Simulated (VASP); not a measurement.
The system is SnTe.

```xyz
2
Lattice="0.0000 3.1509 3.1509 3.1509 0.0000 3.1509 3.1509 3.1509 0.0000" Properties=species:S:1:pos:R:3 pbc="T T T"
Te    3.1509    3.1509    3.1509
Sn    0.0000    0.0000    0.0000
```

Base run:

```yaml
Program: VASP 6.6.1
Functional: SCAN
Potentials_or_basis: VASP PAW PBE potentials, release 64 (Te, Sn_d)
Cutoff: 520 eV
k_mesh: 7 × 7 × 7
Occupations: fermi-dirac, width 0.05 eV
Spin: no spin polarisation
```

Its results: pressure 0.9 GPa.

Task: The run is repeated on the same cell with these changes: functional from SCAN to rSCAN. What comes out?

Result: Pressure 1.7 GPa.

Caveats: the PAW data sets were made with another functional, which shifts forces and pressure a little.
